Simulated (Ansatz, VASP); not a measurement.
**Na in VASP and in Ansatz**

```
CELL_PARAMETERS angstrom
-2.11750 2.11750 2.11750
2.11750 -2.11750 2.11750
2.11750 2.11750 -2.11750
ATOMIC_POSITIONS crystal
Na 0.00000 0.00000 0.00000
```

Alike in both runs: task single point; functional LDA; k mesh 11 × 11 × 11; occupations fermi-dirac, width 0.03 eV; no spin polarisation.

|  | VASP | Ansatz |
| --- | --- | --- |
| version | VASP 6.6.1 | Ansatz 0.2.0 |
| potentials or method | VASP PAW LDA potentials, release 64 (Na_pv), cutoff 520 eV | all-electron LAPW, scalar-relativistic |

```csv
,VASP,Ansatz,Ansatz less VASP
pressure (GPa),-1.0,-1.0,+0.01
```

Ansatz ran all-electron here, so the differences hold the error of VASP's frozen core and of both bases.
